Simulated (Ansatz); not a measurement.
**An added Te started as a split pair with a Te atom in rocksalt SnTe, 65 atoms, charge 0**

All numbers come from Ansatz (PAW, plane waves, no spin–orbit coupling) at the single k point (¼, ¼, ¼) without its symmetry partners. The atoms were relaxed with PBEsol in a fixed cell; other functionals are single points on those atoms unless said otherwise. The valence top and gap of the host come from the perfect supercell at Γ, which can miss a band edge that doesn't fold there, PBEsol gap 0.17 eV, r²SCAN gap 0.02 eV.

Cell: a = 12.569 Å, b = 12.569 Å, c = 12.569 Å, α = 90.00°, β = 90.00°, γ = 90.00°.

Nearest atoms after relaxation, from the placed atom (for vacancies from the middle of the vacant sites): Te at 2.67 Å, Sn at 2.91 Å, Sn at 2.91 Å, Sn at 2.91 Å.

Chemical potentials μ are those of reference phases of the elements at zero temperature by the same functional (the usual solids, diamond for C, grey Sn, and the molecules H2, N2, O2, F2, Cl2, Br2 and S8).

| functional | E(defect) − E(host) − Σ nμ + q·E_VBM (eV) | monopole (eV) | alignment (eV) | formation energy at E_F = VBM (eV) | moment (μB) | wall time, shared host |
| --- | --- | --- | --- | --- | --- | --- |
| PBEsol | 2.71 | 0.00 | 0.00 | 2.71 | 0 (no spin) | 37 s on NVIDIA H100 (relaxation) |
| r²SCAN | 3.29 | 0.00 | 0.00 | 3.29 | 0 (no spin) | 19 s on NVIDIA H100 |

All elements are taken at their own reference at once; growth conditions in equilibrium with the host shift these energies, by up to the host's formation enthalpy.

One k point and a cell of this size can leave errors of several tenths of an eV in such numbers.
